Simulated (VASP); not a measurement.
Input of a VASP 6.6.1 run:

File POSCAR:

```
MnO
1.0
    3.3469290000      0.0000000000      0.0000000000
   -1.6734650000      2.8985260000      0.0000000000
    0.0000000000      0.0000000000      5.4655120000
Mn O
2 2
Direct
    0.0000000000      0.0000000000      0.0000000000
    0.3333333300      0.6666666700      0.5000000000
    0.0000000000      0.0000000000      0.3750000000
    0.3333333300      0.6666666700      0.8750000000
```

INCAR.step1

```
SYSTEM = MnO
ALGO = Normal ; EDIFF = 1E-4
ENCUT = 520 ; GGA = PE
ISMEAR = 0 ; ISPIN = 2
LASPH = .True. ; LCHARG = .False.
LMAXMIX = 4 ; LREAL = .False.
LWAVE = .True. ; MAGMOM = 4 4 0 0
NBANDS = 31 ; NELM = 150
PREC = Accurate ; SIGMA = 0.1
```

File INCAR.step2:

```
SYSTEM = MnO
ALGO = Normal ; EDIFF = 1E-7
ENCUT = 520 ; ISIF = 2
ISMEAR = 0 ; ISPIN = 2
ISTART = 1 ; LASPH = .True.
LCHARG = .False. ; LMAXMIX = 4
LMIXTAU = .True. ; LORBIT = 11
LREAL = .False. ; LWAVE = .False.
MAGMOM = 4 4 0 0 ; METAGGA = R2SCAN
NBANDS = 31 ; NELM = 150
PREC = Accurate ; SIGMA = 0.1
```

File KPOINTS:

```
k-points
0
Gamma
  6 6 4
  0 0 0
```

Potentials or basis: VASP PAW PBE potentials, release 64 (Mn_pv, O).

Command:

```bash
$ cat potpaw_PBE.64/Mn_pv/POTCAR potpaw_PBE.64/O/POTCAR > POTCAR
$ cp INCAR.step1 INCAR
$ mpirun -np 1 vasp_std > vasp.out
$ cp INCAR.step2 INCAR
$ mpirun -np 1 vasp_std > vasp.out
```

(1) Estimate the pressure.

(2) Predict the net moment.

(3) What does it give for the band gap on the k mesh?

Answers

(1) 3.6 GPa.

(2) 10.00 μB per cell.

(3) none (metal or under the smearing width).

Caveat: the k mesh is coarse (spacing up to 0.36 Å⁻¹), so the values aren't converged; the PAW data sets were made with another functional, which shifts forces and pressure a little; semilocal functionals often make such compounds metallic where correlation or magnetic order opens a gap, which also shifts bond lengths.
